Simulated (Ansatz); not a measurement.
Relaxed (001) slab cut from Au (space group Cmcm (No. 63)); the slab's formula is Au, its outer planes Au (top) and Au (bottom):

```
Au
1.0
     2.82003    0.00000    0.00000
    -1.41002    2.51700    0.00000
     0.00000    0.00000   27.00169
Au
6
Cartesian
  0.0000 1.7015 7.4897
  1.4100 0.8387 9.9127
  0.0000 1.6938 12.3058
  1.4100 0.8232 14.6958
  0.0000 1.6783 17.0890
  1.4100 0.8155 19.5120
```

These are results of DFT PBEsol, scalar-relativistic, plane waves, PAW (Ansatz 0.2.0), not measurements. Cutoff 420 eV; k points 14×14×1 on the computed 6-atom cell (Γ-centred); Gaussian smearing, width 0.10 eV; no spin polarisation. The cell repeats along c with a dipole correction in the vacuum.

The potential is the smooth part; its values at the atoms depend on the PAW datasets.

Q: How does the plane-averaged electrostatic potential energy of an electron run along c, counted from the Fermi level?

A: (z (Å), V (eV)): (2.53, 5.28), (2.81, 5.28), (3.09, 5.28), (3.38, 5.28), (3.66, 5.28), (3.94, 5.28), (4.22, 5.27), (4.50, 5.26), (4.78, 5.25), (5.06, 5.21), (5.34, 5.13), (5.63, 4.94), (5.91, 4.52), (6.19, 3.56), (6.47, 1.31), (6.75, -4.56), (7.03, -12.08), (7.31, -16.53), (7.59, -17.05), (7.88, -13.72), (8.16, -6.89), (8.44, -0.58), (8.72, 0.97), (9.00, -1.34), (9.28, -8.18), (9.56, -14.66), (9.84, -17.48), (10.13, -16.51), (10.41, -11.68), (10.69, -4.31), (10.97, 0.26), (11.25, 0.24), (11.53, -4.37), (11.81, -11.73), (12.09, -16.51), (12.38, -17.45), (12.66, -14.61), (12.94, -8.13), (13.22, -1.39), (13.50, 0.69), (13.78, -1.39), (14.06, -8.13), (14.34, -14.61), (14.63, -17.45), (14.91, -16.51), (15.19, -11.73), (15.47, -4.37), (15.75, 0.24), (16.03, 0.26), (16.31, -4.31), (16.59, -11.68), (16.88, -16.51), (17.16, -17.48), (17.44, -14.66), (17.72, -8.18), (18.00, -1.34), (18.28, 0.97), (18.56, -0.58), (18.84, -6.89), (19.13, -13.72), (19.41, -17.05), (19.69, -16.53), (19.97, -12.08), (20.25, -4.56), (20.53, 1.31), (20.81, 3.56), (21.10, 4.52), (21.38, 4.94), (21.66, 5.13), (21.94, 5.21), (22.22, 5.25), (22.50, 5.26), (22.78, 5.27), (23.06, 5.28), (23.35, 5.28), (23.63, 5.28), (23.91, 5.28), (24.19, 5.28), (24.47, 5.28)

The vacuum level lies 5.28 eV above the Fermi level.

Spin-orbit coupling is left out, which matters for the bands of heavy elements.

The reference crystal is a form of Au, which isn't its usual structure.

Cost: 1 run of about 11 core-minutes, on Arm Neoverse N1 (shared hosts).